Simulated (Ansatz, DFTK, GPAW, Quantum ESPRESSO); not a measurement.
W: 6 runs at one level of theory

```xyz
1
Lattice="-1.5823 1.5823 1.5823 1.5823 -1.5823 1.5823 1.5823 1.5823 -1.5823" Properties=species:S:1:pos:R:3 pbc="T T T"
W     0.0000    0.0000    0.0000
```

Alike in all runs: task band structure; functional PBE; k mesh 12 × 12 × 12; occupations fermi-dirac, width 0.05 eV; no spin polarisation; no spin-orbit coupling. Pressure is positive in compression and, in plane waves, holds the error of the finite cutoff, which Ansatz's Pulay term estimates and takes out.

```
                                program and potentials  plane-wave cutoff (eV)                                                                      notes  pressure (GPa)
              Ansatz, PseudoDojo stringent (PBE files)                    1007  14 valence electrons an atom on average; Pulay term of +0.08 GPa included            5.97
            GPAW, GPAW PAW data sets (gpaw-data 1.2.1)                     600                                    14 valence electrons an atom on average            5.57
                                  DFTK, SG15 1.2 (PBE)                     952                                    28 valence electrons an atom on average            6.18
Ansatz, Ansatz PAW (files of its older set among them)                     880                                    28 valence electrons an atom on average            6.00
        Ansatz, all-electron LAPW, scalar-relativistic                       -                                                                          -            5.90
    Quantum ESPRESSO, PseudoDojo 0.4.1 SR PBE standard                    1007                                    14 valence electrons an atom on average            5.92
```

The pressure spans 5.57 (GPAW, GPAW PAW data sets (gpaw-data 1.2.1)) to 6.18 GPa (DFTK, SG15 1.2 (PBE)), with all-electron results at 5.90.

Differences between rows come from potentials, basis sets and numerical settings, since the functional is the same but for its coding. Runs on potential files found faulty are left out.

All six calculations put tungsten under compression in this cell, which is close to the measured one. PBE would therefore relax it to a larger volume, in keeping with the functional's known tendency to underbind the 5d metals slightly. The pressure is several GPa although the mismatch in lattice constant is small, because tungsten is very stiff: its roughly half-filled d band has mostly bonding states occupied and antibonding ones empty, so cohesion is strong and the energy rises steeply with strain.

The two sets with 28 valence electrons, which include the 4f shell, give the highest pressures, but 6.00 GPa is barely above the 5.97 GPa of a 14-electron set, and the all-electron value lies below both. The numbers thus show no clear effect of freezing 4f. The low GPAW value probably reflects its smaller cutoff, its data set or both. A single volume fixes neither the equilibrium lattice constant nor the bulk modulus.
